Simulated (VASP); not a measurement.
# Mn (P6_3/mmc) in VASP: a series of runs

One crystal, Mn, is run at these levels: PBE; tasks: single point.

Program: VASP 6.6.1. These are calculated values, not measurements. Logs are shortened: lines on timing, memory, paths and dates and some standing lists are left out, and cuts for length are marked.

**1. The structure**

The structure is hexagonal, space group P6_3/mmc (No. 194). The conventional cell has a = 2.484 Å, b = 2.484 Å, c = 4.026 Å, α = 90.00°, β = 90.00°, γ = 120.00°. Around Mn (site symmetry -6m2) lie 12 Mn at 2.47 to 2.48 Å.

This isn't the form of Mn at room conditions, which is a 58-atom cubic cell.

**2. Single point, PBE**

Input file INCAR:

```
SYSTEM = Mn
  PREC = Accurate
  ENCUT = 520
  EDIFF = 1E-6
  ISMEAR = 0
  SIGMA = 0.15
  LREAL = .False.
  LASPH = .True.
  NELM = 100
  ALGO = Fast
  ISIF = 2
  LWAVE = .False.
  LCHARG = .False.
  GGA = PE
  NBANDS = 20
```

Input file KPOINTS:

```
regular mesh
0
Gamma
  21 21 12
  0 0 0
```

Input file POSCAR:

```
Mn
1.0
    2.4836457705      0.0000000000      0.0000000000
   -1.2418228852      2.1509003313      0.0000000000
    0.0000000000      0.0000000000      4.0261950000
Mn
2
Direct
    0.6666666667      0.3333333333      0.7500000000
    0.3333333333      0.6666666667      0.2500000000
```

Potentials or basis: VASP PAW PBE potentials, release 64 (Mn_pv).

Launch:

```
cat potpaw_PBE.64/Mn_pv/POTCAR > POTCAR
mpirun -np 1 vasp_std > vasp.out
```

OUTCAR:

```text
SYSTEM = Mn
   PREC = Accurate
   ENCUT = 520
   EDIFF = 1E-6
   ISMEAR = 0
   LREAL = .False.
   LASPH = .True.
   NELM = 100
   ISIF = 2
   GGA = PE

 ion  position               nearest neighbor table
   1  0.667  0.333  0.750-   2 2.47   2 2.47   2 2.47   2 2.47   2 2.47   2 2.47
   2  0.333  0.667  0.250-   1 2.47   1 2.47   1 2.47   1 2.47   1 2.47   1 2.47

  LATTYP: Found a hexagonal cell.
 ALAT       =     2.4836457705
 C/A-ratio  =     1.6210826229

  Lattice vectors:

 A1 = (   2.4836457705,   0.0000000000,   0.0000000000)
 A2 = (  -1.2418228852,   2.1509003313,   0.0000000000)
 A3 = (   0.0000000000,   0.0000000000,   4.0261950000)

Analysis of symmetry for initial positions (statically):
=====================================================================
 Subroutine PRICEL returns:
 Original cell was already a primitive cell.

 Routine SETGRP: Setting up the symmetry group for a
 hexagonal supercell.

 Subroutine GETGRP returns: Found 24 space group operations
 (whereof 12 operations were pure point group operations)
 out of a pool of 24 trial point group operations.

The static configuration has the point symmetry D_3d.
 The point group associated with its full space group is D_6h.

Analysis of symmetry for dynamics (positions and initial velocities):
=====================================================================
 Subroutine PRICEL returns:
 Original cell was already a primitive cell.

 Routine SETGRP: Setting up the symmetry group for a
 hexagonal supercell.

 Subroutine GETGRP returns: Found 24 space group operations
 (whereof 12 operations were pure point group operations)
 out of a pool of 24 trial point group operations.

The dynamic configuration has the point symmetry D_3d.
 The point group associated with its full space group is D_6h.

 Subroutine INISYM returns: Found 24 space group operations
 (whereof 12 operations are pure point group operations),
 and found     1 'primitive' translations

----------------------------------------------------------------------------------------

                                     Primitive cell

  volume of cell :      21.5082

  direct lattice vectors                    reciprocal lattice vectors
     2.483645770  0.000000000  0.000000000     0.402633907  0.232460795  0.000000000
    -1.241822885  2.150900331  0.000000000     0.000000000  0.464921589  0.000000000
     0.000000000  0.000000000  4.026195000     0.000000000  0.000000000  0.248373464

  length of vectors
     2.483645770  2.483645771  4.026195000     0.464921589  0.464921589  0.248373464

  position of ions in fractional coordinates (direct lattice)
     0.666666667  0.333333333  0.750000000
     0.333333333  0.666666667  0.250000000

  ion indices of the primitive-cell ions
   primitive index   ion index
                 1           1
                 2           2

----------------------------------------------------------------------------------------

 KPOINTS: regular mesh

Automatic generation of k-mesh.
 Grid dimensions read from file:
 generate k-points for:   21   21   12

 Generating k-lattice:

  Cartesian coordinates                     Fractional coordinates (reciprocal lattice)
     0.019173043  0.011069562  0.000000000     0.047619048  0.000000000  0.000000000
     0.000000000  0.022139123  0.000000000     0.000000000  0.047619048  0.000000000
     0.000000000  0.000000000  0.020697789     0.000000000  0.000000000  0.083333333

  Length of vectors
     0.022139123  0.022139123  0.020697789

  Shift w.r.t. Gamma in fractional coordinates (k-lattice)
     0.000000000  0.000000000  0.000000000

 Subroutine IBZKPT returns following result:
 ===========================================

 Found    336 irreducible k-points:

 Following reciprocal coordinates:
            Coordinates               Weight
  0.000000  0.000000  0.000000      1.000000
  0.047619 -0.000000  0.000000      6.000000
  0.095238  0.000000  0.000000      6.000000
  0.142857  0.000000  0.000000      6.000000
  0.190476  0.000000  0.000000      6.000000
  0.238095  0.000000  0.000000      6.000000
[... 16 lines left out ...]
  0.142857  0.095238  0.000000     12.000000
  0.190476  0.095238  0.000000     12.000000
 [... further k-points ...]
   k-points           NKPTS =    336   k-points in BZ     NKDIM =    336   number of bands    NBANDS=     20
   number of dos      NEDOS =    301   number of ions     NIONS =      2
   total plane-waves  NPLWV =   9720
   dimension x,y,z NGX =    18 NGY =   18 NGZ =   30
   dimension x,y,z NGXF=    36 NGYF=   36 NGZF=   60
   ions per type =               2
   NGX,Y,Z   is equivalent  to a cutoff of  12.05, 12.05, 12.39 a.u.
   NGXF,Y,Z  is equivalent  to a cutoff of  24.10, 24.10, 24.77 a.u.
 SYSTEM =  Mn
   PREC   = accura    normal or accurate (medium, high low for compatibility)
   ISTART =      0    job   : 0-new  1-cont  2-samecut
   ICHARG =      2    charge: 1-file 2-atom 10-const
   ISPIN  =      1    spin polarized calculation?
   LNONCOLLINEAR =      F non collinear calculations
   LSORBIT =      F    spin-orbit coupling
   LASPH  =      T    aspherical Exc in radial PAW
   ENCUT  =  520.0 eV  38.22 Ry    6.18 a.u.   4.62  4.62  7.49*2*pi/ulx,y,z
   NELM   =    100;   NELMIN=  2; NELMDL= -5     # of ELM steps
   EDIFF  = 0.1E-05   stopping-criterion for ELM
   LREAL  =      F    real-space projection
   EDIFFG = 0.1E-04   stopping-criterion for IOM
   NSW    =      0    number of steps for IOM
   IBRION =     -1    ionic relax: 0-MD 1-quasi-New 2-CG
   NFREE  =      0    steps in history (QN), initial steepest desc. (CG)
   ISIF   =      2    stress and relaxation
   ISYM   =      2    0-nonsym 1-usesym 2-fastsym
   POTIM  = 0.5000    time-step for ionic-motion
   TEBEG  =    0.0;   TEEND  =   0.0 temperature during run
   PSTRESS=    0.0 pullay stress
   NELECT =      26.0000    total number of electrons
   NUPDOWN=      -1.0000    fix difference up-down
   EMIN   =  10.00;   EMAX   =-10.00  energy-range for DOS
   EFERMI =   0.00;   METHOD = LEGACY
   ISMEAR =     0;   SIGMA  =   0.15  broadening in eV -4-tet -1-fermi 0-gaus
   EFERMI_NEDOS =   21; number of points for ismear=-14 and -15
   IALGO  =     68    algorithm
   IMIX   =      4    mixing-type and parameters
     AMIX     =   0.40;   BMIX     =  1.00
     AMIX_MAG =   1.60;   BMIX_MAG =  1.00
  volume/ion in A,a.u.               =      10.75        72.57
  Fermi-wavevector in a.u.,A,eV,Ry     =   1.743938  3.295565 41.379665  3.041320
  Thomas-Fermi vector in A             =   2.815914
   LORBIT       =      0    0 simple, 1 ext, 2 COOP (PROOUT), +10 PAW based schemes
   GGA     = PE    functional components
   LHFCALC =     F    Hartree Fock is set to
   AEXX    =    0.0000 exact exchange contribution
   IVDW    =     0    specifies the selected vdW correction
   LEPSILON=     F    determine dielectric tensor
   LRPA    =     F    only Hartree local field effects (RPA)
 non-spin polarized calculation
 RMM-DIIS sequential band-by-band and
 Gauss-broadening in eV      SIGMA  =   0.15
  energy-cutoff  :      520.00
  volume of cell :       21.51
 maximum number of plane-waves:       592
   NGX =  9   NGY =  9   NGZ = 15

 number of electron      26.0000029 magnetization

 Free energy of the ion-electron system (eV)
  ---------------------------------------------------
  ext. energy  EPLUGINS =         0.00000000
  ---------------------------------------------------
  free energy    TOTEN  =       -17.90338682 eV

  energy without entropy =      -17.87178677  energy(sigma->0) =      -17.88758680

 E-fermi :  10.3563     XC(G=0): -14.0146

 val. band max:       10.3537771298   @ k =   0.1429   0.0952   0.2500
 cond. band min:      10.3578884726   @ k =   0.2857   0.1905   0.5000
 fundamental gap:      0.0041113428
 Fermi energy:        10.3562637753

 k-point     1 :       0.0000    0.0000    0.0000
  band No.  band energies     occupation
      1     -37.9105      2.00000
      2     -37.2511      2.00000
      3     -37.2510      2.00000
      4     -37.1477      2.00000
      5     -37.1477      2.00000
      6     -37.1408      2.00000
[... 12 lines left out ...]
     19      19.6108      0.00000
     20      31.1172      0.00000

 k-point     2 :       0.0476   -0.0000    0.0000
  band No.  band energies     occupation
      1     -37.9048      2.00000
      2     -37.2636      2.00000
      3     -37.2551      2.00000
      4     -37.1608      2.00000
      5     -37.1496      2.00000
      6     -37.1430      2.00000
[... 12 lines left out ...]
     19      19.6107      0.00000
     20      30.9818      0.00000

 k-point     3 :       0.0952    0.0000    0.0000
  band No.  band energies     occupation
      1     -37.8881      2.00000
      2     -37.3001      2.00000
      3     -37.2667      2.00000
      4     -37.1986      2.00000
      5     -37.1551      2.00000
      6     -37.1493      2.00000
[... 12 lines left out ...]
     19      19.6122      0.00000
     20      30.3756      0.00000

 k-point     4 :       0.1429    0.0000    0.0000
  band No.  band energies     occupation
      1     -37.8612      2.00000
      2     -37.3576      2.00000
      3     -37.2846      2.00000
      4     -37.2571      2.00000
      5     -37.1641      2.00000
      6     -37.1599      2.00000
[... 12 lines left out ...]
     19      19.6205      0.00000
     20      29.0145      0.00000

 k-point     5 :       0.1905    0.0000    0.0000
  band No.  band energies     occupation
      1     -37.8253      2.00000
      2     -37.4312      2.00000
      3     -37.3304      2.00000
      4     -37.3069      2.00000
      5     -37.1759      2.00000
      6     -37.1750      2.00000
[... 12 lines left out ...]
     19      19.6410      0.00000
     20      27.2405      0.00000
[... 353 lines left out ...]
      6     -37.2513      2.00000
[... 12 lines left out ...]
     19      21.9254      0.00000
     20      22.5854      0.00000

 k-point    22 :       0.0952    0.0952    0.0000
  band No.  band energies     occupation
      1     -37.8455      2.00000
      2     -37.3792      2.00000
      3     -37.3292      2.00000
      4     -37.2585      2.00000
      5     -37.1770      2.00000
      6     -37.1664      2.00000
[... 12 lines left out ...]
     19      19.6335      0.00000
     20      28.7593      0.00000

 k-point    23 :       0.1429    0.0952    0.0000
  band No.  band energies     occupation
      1     -37.8104      2.00000
      2     -37.4417      2.00000
      3     -37.3900      2.00000
      4     -37.2907      2.00000
      5     -37.1941      2.00000
      6     -37.1815      2.00000
[... 12 lines left out ...]
     19      19.6709      0.00000
     20      27.2609      0.00000

 k-point    24 :       0.1905    0.0952    0.0000
  band No.  band energies     occupation
      1     -37.7684      2.00000
      2     -37.5170      2.00000
      3     -37.4551      2.00000
      4     -37.3256      2.00000
      5     -37.2121      2.00000
      6     -37.2012      2.00000
[... 12 lines left out ...]
     19      19.7322      0.00000
     20      25.4646      0.00000

 [... further k-points ...]

------------------------ aborting loop because EDIFF is reached ----------------------------------------

  FORCE on cell =-STRESS in cart. coord.  units (eV):
  Direction    XX          YY          ZZ          XY          YZ          ZX
  --------------------------------------------------------------------------------------
  -------------------------------------------------------------------------------------
  Total       -0.1375742     -0.1375742     -0.2568104     -0.0000000     -0.0000000      0.0000000
  in kB      -10.2480847    -10.2480847    -19.1301520     -0.0000000     -0.0000000      0.0000000
  external PRESSURE =     -13.2087738 kB  Pullay stress =       0.0000000 kB

 VOLUME and BASIS-vectors are now :
 -----------------------------------------------------------------------------
  energy-cutoff  :      520.00
  volume of cell :       21.51
      direct lattice vectors                 reciprocal lattice vectors
     2.483645770  0.000000000  0.000000000     0.402633907  0.232460795  0.000000000
    -1.241822885  2.150900331  0.000000000     0.000000000  0.464921589  0.000000000
     0.000000000  0.000000000  4.026195000     0.000000000  0.000000000  0.248373464

 POSITION                                       TOTAL-FORCE (eV/Angst)
 -----------------------------------------------------------------------------------
      1.24182      0.71697      3.01965        -0.000000     -0.000000      0.000000
     -0.00000      1.43393      1.00655         0.000000      0.000000      0.000000
 -----------------------------------------------------------------------------------
    total drift:                               -0.000000      0.000000     -0.000000

  FREE ENERGIE OF THE ION-ELECTRON SYSTEM (eV)
  ---------------------------------------------------
  free  energy   TOTEN  =       -17.9033868199 eV

  energy  without entropy=      -17.8717867716  energy(sigma->0) =      -17.88758680
```

It took 2.6 min on 1 thread of AMD EPYC 7R43 (Zen 3), shared host; peak memory 0.18 GiB.

Results:

- Free energy: -17.9034 eV
- Pressure: -1.3 GPa
- Band gap on the k mesh: none (metal or under the smearing width)

Levels at points of the mesh, in eV from the Fermi level:
```tsv
k point	band 10	band 11	band 12	band 13	band 14	band 15	band 16	band 17
(0.00, 0.00, 0.00)	-0.94	-0.94	-0.47	-0.47	0.06	0.06	0.72	1.60
(0.00, 0.00, 0.50)	-1.54	-1.02	-1.02	-1.02	-1.02	1.18	1.18	1.18
```

Caveat: the run has no spin polarisation, though such a crystal can be magnetic. Spin polarisation is off, so any magnetic state and its effect on volume and gap are missing.

**3. Single point, PBE**

Input file INCAR:

```
ALGO     = Fast           # electronic algorithm
EDIFF    = 1E-6           # SCF threshold, eV
ENCUT    = 520            # plane-wave cutoff, eV
GGA      = PE             # functional
ISIF     = 2              # what is computed and relaxed
ISMEAR   = 0              # smearing method
LASPH    = T              # aspherical terms in the spheres
LCHARG   = F              # write CHGCAR
LREAL    = F              # projectors in reciprocal space
LWAVE    = F              # write WAVECAR
NBANDS   = 20             # bands
NELM     = 100            # most SCF steps
PREC     = Accurate       # precision mode
SIGMA    = 0.15           # smearing width, eV
```

Input file KPOINTS:

```
k-points
0
Gamma
  24 24 14
```

POSCAR is that of step 2.

Potentials or basis: VASP PAW PBE potentials, release 64 (Mn_pv).

Launch:

```
cat potpaw_PBE.64/Mn_pv/POTCAR > POTCAR
mpirun -np 1 vasp_std > vasp.out
```

Run time: 3.7 min. Hardware: 1 thread of AMD EPYC 7R43 (Zen 3), shared host; peak memory 0.23 GiB.

It converged, with:

* Free energy: -17.9034 eV
* Pressure: -1.3 GPa
* Band gap on the k mesh: none (metal or under the smearing width)

Stress tensor (GPa, compression positive):
```
-1.03  0.00  0.00
 0.00 -1.03  0.00
 0.00  0.00 -1.88
```

Levels at points of the mesh, in eV from the Fermi level:
```csv
k point,band 10,band 11,band 12,band 13,band 14,band 15,band 16,band 17
"(0.00, 0.00, 0.00)",-0.94,-0.94,-0.47,-0.47,0.06,0.06,0.72,1.61
"(0.50, 0.00, 0.00)",-1.33,-1.14,-0.93,-0.42,1.82,1.95,2.03,3.58
"(0.00, 0.00, 0.50)",-1.53,-1.02,-1.02,-1.02,-1.02,1.18,1.18,1.18
"(0.50, 0.00, 0.50)",-2.63,0.19,0.19,0.86,0.86,1.95,1.95,3.18
```

Caveat: the run has no spin polarisation, though such a crystal can be magnetic.
